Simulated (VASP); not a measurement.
# Al: optical spectrum with PBEsol

The system is Al.

```
CELL_PARAMETERS angstrom
0.00000 2.02000 2.02000
2.02000 0.00000 2.02000
2.02000 2.02000 0.00000
ATOMIC_POSITIONS crystal
Al 0.00000 0.00000 0.00000
```

The cell was built by a generator and needn't be a form met in nature.

```
Program                : VASP 6.6.1
Task                   : optical spectrum
Functional             : PBEsol
Potentials or basis    : VASP PAW PBE potentials, release 64 (Al)
Cutoff                 : 520 eV
k mesh                 : 26 × 26 × 26
Occupations            : methfessel-paxton, width 0.1 eV
Spin                   : no spin polarisation
Further INCAR settings : ALGO = Normal; EDIFF = 1e-07
```

```
Pressure               : -1.4 GPa
Band gap on the k mesh : none (metal or under the smearing width)
```

Levels at points of the mesh, in eV from the Fermi level:
```
           k point  band 1  band 2  band 3  band 4  band 5
(0.00, 0.00, 0.00)  -11.15   12.59   12.59   12.59   14.09
(0.50, 0.00, 0.00)   -4.61   -4.39   11.39   11.41   11.43
(0.50, 0.50, 0.00)   -2.93   -1.62    5.24    5.58    5.58
```

Dielectric function (mean over the directions given):
```tsv
energy (eV)	real part	imaginary part
0.29	46.89	6.98
1.25	24.53	21.49
2.30	-15.91	9.07
3.36	-7.49	2.51
4.41	-4.26	1.74
5.37	-1.04	1.46
6.42	-0.63	0.34
7.48	-0.37	0.13
8.53	-0.09	0.10
9.59	0.11	0.10
10.54	0.33	0.12
11.60	0.45	0.06
12.65	0.53	0.03
13.71	0.58	0.02
14.76	0.63	0.03
15.72	0.68	0.03
16.78	0.73	0.02
17.83	0.76	0.01
18.89	0.78	0.01
19.94	0.81	0.01
```

Run time: 11 s on 1 thread of Intel(R) Xeon(R) 6975P-C (Granite Rapids) (shared host), peak memory 0.21 GiB.

Caveat: independent-particle spectra lack excitons; the intraband (Drude) part of a metal's response may be missing; the PAW data sets were made with another functional, which shifts forces and pressure a little.
